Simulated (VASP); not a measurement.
Set up this calculation in VASP 6.6.1, as the native input.

| Property | Result |
| --- | --- |
| Task | relaxation of cell and atoms |
| Functional | PBEsol |
| Potentials or basis | VASP PAW PBE potentials, release 64 (Mo_sv) |
| Cutoff | 600 eV |
| k mesh | 6 × 6 × 6 |
| Occupations | gaussian, width 0.1 eV |
| Spin | no spin polarisation |
| Further INCAR settings | ALGO = Fast; EDIFF = 1e-07; IBRION = 2; EDIFFG = -0.005; NSW = 90; ISIF = 3 |

The structure of Mo lies in POSCAR:

```
Mo
1.0
   -1.5838089700      1.5838089700      1.5838089700
    1.5838089700     -1.5838089700      1.5838089700
    1.5838089700      1.5838089700     -1.5838089700
Mo
1
Direct
    0.0000000000      0.0000000000      0.0000000000
```

One way to write it, as run:

INCAR

```
PREC = Accurate
ENCUT = 600
EDIFF = 1E-7
ISMEAR = 0
SIGMA = 0.1
LREAL = F
LASPH = T
NELM = 80
ALGO = Fast
ISIF = 3
LWAVE = F
LCHARG = F
GGA = PS
IBRION = 2
NSW = 90
EDIFFG = -0.005
```

KPOINTS

```
regular mesh
0
Gamma
  6 6 6
```

Potentials or basis: VASP PAW PBE potentials, release 64 (Mo_sv).

Launch:

```bash
$ cat potpaw_PBE.64/Mo_sv/POTCAR > POTCAR
$ mpirun -np 1 vasp_std > vasp.out
```

It gave:

```json
{
 "Relaxed volume": "15.34 Å³/atom",
 "Relaxed cell": "a = 2.711 Å, b = 2.711 Å, c = 2.711 Å, α = 109.47°, β = 109.47°, γ = 109.47°",
 "Space group after relaxing (to 0.05 Å)": "Im-3m (No. 229)",
 "Energy gained by relaxing": "17.0 meV/atom",
 "Ionic steps": "4",
 "Pressure after relaxing": "0.0 GPa",
 "Band gap on the k mesh": "none (metal or under the smearing width)"
}
```

Caveat: the k mesh is coarse (spacing up to 0.47 Å⁻¹), so the values aren't converged; the PAW data sets were made with another functional, which shifts forces and pressure a little.

Run time: 11 s on 1 thread of Intel(R) Xeon(R) Platinum 8488C (Sapphire Rapids), on a shared host, peak memory 0.14 GiB.
